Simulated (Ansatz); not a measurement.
# Zn (C2/m) in Ansatz: notebook, part 2 of 2

Ansatz 0.2.0.

### 3 Relaxation of cell and atoms, PBEsol, target pressure 5 GPa, at which the enthalpy is minimised

Contents of input.yaml:

```yaml
crystal:
  lattice:
    - [2.2681701736, -1.30848701, 0.0]
    - [2.2681701736, 1.30848701, 0.0]
    - [-1.5917165425, 0.0, 7.3004081919]
  atoms:
    - { symbol: Zn, position: [0.77801786, 0.77801786, 0.33450498] }
    - { symbol: Zn, position: [0.22198214, 0.22198214, 0.66549502] }
    - { symbol: Zn, position: [0.0, 0.0, 0.0] }
kpoints:
  mp_grid: { grid: [12, 12, 4] }
scf:
  occupations: { method: fermi_dirac, width: 0.05 }
hamiltonian:
  xc: pbesol
  pseudopotentials: { kind: all_electron, lapw: { basis_error: 0.002 } }
output:
  forces: true
  stress: true
relax:
  f_tol: 0.02
  max_steps: 60
  cell: { p_target: 5 }
```

Potentials or basis: all-electron LAPW, scalar-relativistic.

Launch:

```sh
$ ansatz run input.yaml --threads 2 --pin off --max-ram 8192MiB --backend cpu --events-out ev --progress --plain --runs-dir out
```

Log:

```text
Warning: RAYON_NUM_THREADS=2 ignored (pool sized by the plan → 2); use --threads N
The last accepted step is kept in <dir> (removed where the run ends without a failure and the disk answers)
LAPW: plane waves up to 8.503 Å⁻¹, error target 2.0e-3 eV per atom; small_component_spin mean_spin; Zn in spheres of 1.269 Å, 20 of its electrons in bands, Dirac shells [] (how accurate: hamiltonian.pseudopotentials.lapw.basis_error, Limitations)
Engine: ansatz 0.2.0, aarch64-unknown-linux-gnu
Pseudopotentials: kind: all_electron
Pseudopotential: Zn, LAPW, valence charge 20, lapw/all_electron/scalar/gaussian/Zn, Koelling and Harmon's equation, gaussian nucleus
Functional definition: PBEsol
  exchange = pbesol_x
  correlation = pbesol_c
Crystal: 3 atoms, lattice volume = 43.333 Å³
Basis set: ecut = 275.4590334703592 eV, 469 PW (Γ), exchange–correlation at level 2
Bands: 36, of which v1, the nominal top of the filled ones, is band 30 counted from 1 (29 counted from 0)
Symmetry: 4 space group operations
Space group: C2/m (ITA 12), of the structure as read, at distance tolerance 3.5e-5 Å
k-points: 164 of 576
Non-local potential: Zn, projectors of the file, none
Initial density: superposition of atomic densities (chi_scale 0.1, normalization cell)
Initial wavefunctions: plane waves of lowest kinetic energy (no species holds an atomic orbital)
Functional: x = pbesol(κ = 0.804, μ = 0.12345679012345678), c = pbesol(β = 0.046)
iter 1 solved again at ethr=2.57e-4 eV; its pass at ethr=1.00e-1 eV (dr2=1.54e-1 eV) is discarded
SCF iter   1: F=—  HF=-146505.146945 eV  |F-HF|=—  |Δ(HF+E_count)|=         —  Δρ=2.40e-2  dr2=1.54e-1  ethr=2.57e-4  ⟨swp⟩=2.9  Hψ=38495  notcnv=0
preconditioner: auto → Kerker (q_TF=auto, 2.880 Å⁻¹)  [metal: Δε(μ)=0.023 eV  Ē_g=12.631 eV  σ=0.050 eV  W_gap=0.11  n_scr=18 (ndim 8)  ℏωp=33.8 eV  f_vac=0.000  D(μ)=0.84/eV (n_scr^D=4)]
SCF iter   2: F=—  HF=-146504.939685 eV  |F-HF|=—  |Δ(HF+E_count)|=   2.07e-1  Δρ=8.48e-3  dr2=2.62e-2  ethr=2.57e-4  ⟨swp⟩=3.0  Hψ=19524  notcnv=0
SCF iter   3: F=—  HF=-146504.720622 eV  |F-HF|=—  |Δ(HF+E_count)|=   2.19e-1  Δρ=1.05e-2  dr2=3.57e-2  ethr=4.36e-5  ⟨swp⟩=3.0  Hψ=19286  notcnv=0
SCF iter   4: F=—  HF=-146504.706459 eV  |F-HF|=—  |Δ(HF+E_count)|=   1.42e-2  Δρ=4.16e-3  dr2=6.88e-3  ethr=4.36e-5  ⟨swp⟩=2.0  Hψ=16909  notcnv=0
iter 5 solved again at ethr=2.98e-7 eV; its pass at ethr=1.15e-5 eV (dr2=1.79e-4 eV) is discarded
SCF iter   5: F=—  HF=-146504.707186 eV  |F-HF|=—  |Δ(HF+E_count)|=   7.27e-4  Δρ=6.67e-4  dr2=1.78e-4  ethr=2.98e-7  ⟨swp⟩=2.0  Hψ=29086  notcnv=0
SCF iter   6: F=—  HF=-146504.707279 eV  |F-HF|=—  |Δ(HF+E_count)|=   9.35e-5  Δρ=3.42e-4  dr2=1.04e-4  ethr=2.97e-7  ⟨swp⟩=2.4  Hψ=17026  notcnv=0
SCF iter   7: F=—  HF=-146504.707000 eV  |F-HF|=—  |Δ(HF+E_count)|=   2.80e-4  Δρ=1.67e-4  dr2=9.08e-6  ethr=1.74e-7  ⟨swp⟩=2.1  Hψ=16933  notcnv=0
[... 74 lines left out ...]
SCF iter   2: F=-146504.703333 eV  HF=-146504.703333 eV  |F-HF|=1.43e-8  |Δ(HF+E_count)|=   1.71e-8  Δρ=4.19e-6  dr2=1.28e-9  ethr=6.65e-12  ⟨swp⟩=2.6  Hψ=16929  notcnv=0
SCF 7 converged in 2 iterations: F = -146504.703333 eV  dr2 = 1.28e-9
relax step   7: F+E_penalty+E_count = -146504.70333341 eV  Δ(F+E_penalty+E_count) = -4.581e-5 eV  max|allowed force component| = 8.049e-4 eV/Å  Δτ_max = 0.0000 Å  P = +4.997 GPa  Ω = 41.034 Å³  stress off target by 3.69e-2 GPa  SCF on the basis re-selected at this cell (its energy is not comparable with the rows above)  (2 SCF iters)
basis re-selected at this cell: Δ(F+E_penalty+E_count) = -4.581e-5 eV, ΔP = -0.000 GPa vs the last step (what re-selecting the basis moved, after the strain that the cell walked since its last selection, with what the two solves' SCF thresholds leave and, on support functions, any second-order correction that the steps lacked; it is no measure of the basis error at this ecutwfc). This SCF's stress stands 3.69e-2 GPa from its target on what of the cell is left free (relax.cell.stress_tol is 5.00e-2 GPa) and its largest allowed force component is 8.05e-4 eV/Å (relax.f_tol is 2.00e-2 eV/Å): within both
SCF converged after 2 iterations
Free energy (F): -146504.703333 eV
Harris-Foulkes:  -146504.703333 eV  (|F-HF|=1.43e-8)
Internal energy: -146504.699602 eV  (E = F + TS)
E sigma→0 (E₀):  -146504.701468 eV
Entropy (-TS):   -0.003731 eV (-1.244 meV/atom)
Fermi energy:    15.720288 eV
--- Per-component energies (eV) ---
  E_band       = -1532.378625
  E_kinetic    = 149188.936492
  E_xc         = -5735.462365
  E_electrostatic = -289958.173729  (all electrons and nuclei)
  E_smearing   = -0.003731  (= −TS)
  E_closure    = 0.000000  (closes the sum)
  E_atoms      = -146499.996407  (free atoms, spherical and without spin; not in F)
  Σ components = -146504.703333   (vs F -146504.703333, Δ=0.00e0)
  Basis errors (estimates in eV, not in F): energy 5.9e-4 per atom: plane waves 5.7e-4 (3.1e-4 summed), levels above the bands 2.5e-48, relativity 7.7e-9, radial functions 1.9e-5, core shells 1.2e-11; eigenvalues (radial functions only) 5.5e-5; not estimated: angular momenta, meshes, grids; target (lapw.basis_error) 2.0e-3; muffin-tin radii Zn 1.246 Å
--- Forces (eV/Å), atoms counted from 1 ---
  atom   1  Zn    -0.00080487     0.00000000     0.00005641
  atom   2  Zn     0.00080487     0.00000000    -0.00005641
  atom   3  Zn     0.00000000     0.00000000     0.00000000
  max |Σ_I F_I| component: 0.00e0 eV/Å
--- Stress (GPa, compression-positive) ---
        4.965338       0.000000       0.010284
        0.000000       5.015020       0.000000
        0.010284       0.000000       5.010148
  P = ⅓ Tr σ = 4.9968 GPa (49.968 kbar)
--- Relaxed structure (6 steps of the walk, 6 accepted, 1 SCFs on fresh bases) ---
  F+E_penalty+E_count = -146504.70333341 eV   max|allowed force component| = 8.049e-4 eV/Å   (the final SCF, on the basis selected at the relaxed cell)
  cell:  # Å, volume = 41.0345 Å³
    - [2.2034898341233933, -1.2695756382735515, -0.0023767327907117854]
    - [2.2034898341233933, 1.2695756382735515, -0.0023767327907117854]
    - [-1.5539761437501582, -3.393971626709946e-31, 7.335813971904129]
  atoms:
    - { symbol: Zn, position: [0.7782120374177295, 0.7782120374177295, 0.3341961791992243] }
    - { symbol: Zn, position: [0.2217879625822704, 0.2217879625822704, 0.6658038208007756] }
    - { symbol: Zn, position: [-2.3098741220413835e-20, -2.3098741220413883e-20, -2.0420474417056202e-20] }
```

Wall time 2.1 min (2 threads of Arm Neoverse V2, shared host); peak memory 0.69 GiB.

Results:

```
Free energy                                            : -146504.7033 eV
Relaxed volume                                         : 13.68 Å³/atom
Relaxed cell                                           : a = 2.543 Å, b = 2.543 Å, c = 7.499 Å, α = 100.40°, β = 100.40°, γ = 59.90°
Space group after relaxing (to 0.05 Å)                 : C2/m (No. 12)
Energy change on relaxing (the enthalpy is what falls) : +1.2 meV/atom
Ionic steps                                            : 7
Pressure after relaxing                                : 5.0 GPa
```

Step by step:
```csv
step,energy change (eV),largest force (eV/Å),volume (Å³)
1,0.0000,0.0108,43.33
2,0.0043,0.0027,41.36
3,0.0130,0.0013,40.76
4,0.0049,0.0009,41.00
5,0.0046,0.0011,41.01
6,0.0037,0.0008,41.03
7,0.0037,0.0008,41.03
```

Final structure:
```
Zn
1.0
     2.20349   -1.26958   -0.00238
     2.20349    1.26958   -0.00238
    -1.55398    0.00000    7.33581
Zn
3
Direct
  0.77821 0.77821 0.33420
  0.22179 0.22179 0.66580
  0.00000 0.00000 0.00000
```

### 4 Relaxation of cell and atoms, PBEsol, target pressure 10 GPa, at which the enthalpy is minimised

Edit input.yaml of step 3 so:

```diff
@@ -22,2 +22,2 @@
   max_steps: 60
-  cell: { p_target: 5 }
+  cell: { p_target: 10 }
```

Potentials or basis: all-electron LAPW, scalar-relativistic.

Launch:

```sh
$ ansatz run input.yaml --threads 2 --pin off --max-ram 8192MiB --backend cpu --events-out ev --progress --plain --runs-dir out
```

Log:

```text
Warning: RAYON_NUM_THREADS=2 ignored (pool sized by the plan → 2); use --threads N
[... 1 set-up line as earlier in the session ...]
LAPW: plane waves up to 8.503 Å⁻¹, error target 2.0e-3 eV per atom; small_component_spin mean_spin; Zn in spheres of 1.269 Å, 20 of its electrons in bands, Dirac shells [] (how accurate: hamiltonian.pseudopotentials.lapw.basis_error, Limitations)
[... 6 set-up lines as earlier in the session ...]
Crystal: 3 atoms, lattice volume = 43.333 Å³
Basis set: ecut = 275.4590334703592 eV, 469 PW (Γ), exchange–correlation at level 2
Bands: 36, of which v1, the nominal top of the filled ones, is band 30 counted from 1 (29 counted from 0)
[... 2 set-up lines as earlier in the session ...]
k-points: 164 of 576
[... 4 set-up lines as earlier in the session ...]
iter 1 solved again at ethr=2.57e-4 eV; its pass at ethr=1.00e-1 eV (dr2=1.54e-1 eV) is discarded
SCF iter   1: F=—  HF=-146505.146945 eV  |F-HF|=—  |Δ(HF+E_count)|=         —  Δρ=2.40e-2  dr2=1.54e-1  ethr=2.57e-4  ⟨swp⟩=2.9  Hψ=38495  notcnv=0
preconditioner: auto → Kerker (q_TF=auto, 2.880 Å⁻¹)  [metal: Δε(μ)=0.023 eV  Ē_g=12.631 eV  σ=0.050 eV  W_gap=0.11  n_scr=18 (ndim 8)  ℏωp=33.8 eV  f_vac=0.000  D(μ)=0.84/eV (n_scr^D=4)]
SCF iter   2: F=—  HF=-146504.939685 eV  |F-HF|=—  |Δ(HF+E_count)|=   2.07e-1  Δρ=8.48e-3  dr2=2.62e-2  ethr=2.57e-4  ⟨swp⟩=3.0  Hψ=19524  notcnv=0
[... 114 lines left out ...]
Harris-Foulkes:  -146504.623066 eV  (|F-HF|=1.25e-9)
Internal energy: -146504.619297 eV  (E = F + TS)
E sigma→0 (E₀):  -146504.621182 eV
Entropy (-TS):   -0.003768 eV (-1.256 meV/atom)
Fermi energy:    16.643311 eV
--- Per-component energies (eV) ---
  E_band       = -1486.668786
  E_kinetic    = 149192.333441
  E_xc         = -5736.330889
  E_electrostatic = -289960.621850  (all electrons and nuclei)
  E_smearing   = -0.003768  (= −TS)
  E_closure    = 0.000000  (closes the sum)
  E_atoms      = -146499.996407  (free atoms, spherical and without spin; not in F)
  Σ components = -146504.623066   (vs F -146504.623066, Δ=0.00e0)
  Basis errors (estimates in eV, not in F): energy 6.1e-4 per atom: plane waves 5.9e-4 (3.2e-4 summed), levels above the bands 2.6e-48, relativity 9.8e-9, radial functions 1.8e-5, core shells 1.7e-11; eigenvalues (radial functions only) 5.1e-5; not estimated: angular momenta, meshes, grids; target (lapw.basis_error) 2.0e-3; muffin-tin radii Zn 1.228 Å
--- Forces (eV/Å), atoms counted from 1 ---
  atom   1  Zn     0.00031806     0.00000000    -0.00000279
  atom   2  Zn    -0.00031806     0.00000000     0.00000279
  atom   3  Zn     0.00000000     0.00000000     0.00000000
  max |Σ_I F_I| component: 0.00e0 eV/Å
--- Stress (GPa, compression-positive) ---
        9.997502       0.000000      -0.005619
        0.000000       9.984290       0.000000
       -0.005619       0.000000      10.010161
  P = ⅓ Tr σ = 9.9973 GPa (99.973 kbar)
--- Relaxed structure (8 steps of the walk, 8 accepted, 1 SCFs on fresh bases) ---
  F+E_penalty+E_count = -146504.62306576 eV   max|allowed force component| = 3.181e-4 eV/Å   (the final SCF, on the basis selected at the relaxed cell)
  cell:  # Å, volume = 39.2894 Å³
    - [2.180998419905731, -1.258450332492182, -0.014634832460016274]
    - [2.180998419905731, 1.258450332492182, -0.014634832460016274]
    - [-1.5776468435033562, -3.3472408897906185e-31, 7.16795628513909]
  atoms:
    - { symbol: Zn, position: [0.7767330265104316, 0.7767330265104316, 0.3341068000238488] }
    - { symbol: Zn, position: [0.22326697348956834, 0.22326697348956834, 0.6658931999761515] }
    - { symbol: Zn, position: [-2.6355632383332882e-20, -2.6355632383332882e-20, -2.9702508242991327e-20] }
```

Wall time 2.7 min (2 threads of Arm Neoverse V2, shared host); peak memory 0.73 GiB.

What came out:

```yaml
Free_energy: -146504.6231 eV
Relaxed_volume: 13.10 Å³/atom
Relaxed_cell: a = 2.518 Å, b = 2.518 Å, c = 7.340 Å, α = 101.06°, β = 101.06°, γ = 59.97°
Space_group_after_relaxing_to_0.05_Å: C2/m (No. 12)
Energy_change_on_relaxing_the_enthalpy_is_what_falls: +28.0 meV/atom
Ionic_steps: 9
Pressure_after_relaxing: 10.0 GPa
```

The path:
| step | energy change (eV) | largest force (eV/Å) | volume (Å³) |
| --- | --- | --- | --- |
| 1 | 0.0000 | 0.0108 | 43.33 |
| 2 | 0.0838 | 0.0157 | 39.45 |
| 3 | 0.1012 | 0.0006 | 39.07 |
| 4 | 0.1006 | 0.0138 | 39.06 |
| 5 | 0.0887 | 0.0029 | 39.22 |
| 6 | 0.0858 | 0.0007 | 39.26 |
| 7 | 0.0833 | 0.0006 | 39.30 |
| 8 | 0.0840 | 0.0003 | 39.29 |
| 9 | 0.0839 | 0.0003 | 39.29 |

Final structure:
```xyz
3
Lattice="2.1810 -1.2585 -0.0146 2.1810 1.2585 -0.0146 -1.5776 0.0000 7.1680" Properties=species:S:1:pos:R:3 pbc="T T T"
Zn    2.8610    0.0000    2.3721
Zn   -0.0767    0.0000    4.7666
Zn    0.0000    0.0000    0.0000
```

### 5 Overview

```tsv
cell	pressure (GPa)
relaxed	0.0
relaxed to 5 GPa	5.0
relaxed to 10 GPa	10.0
```

Alike in all rows: task relaxation of cell and atoms; level PBEsol; potentials or basis all-electron LAPW, scalar-relativistic; no spin polarisation; k mesh 12 × 12 × 4; smearing fermi-dirac 0.05 eV; basis error allowed 0.002 eV/atom.

Compare energies only between runs with the same functional and basis.
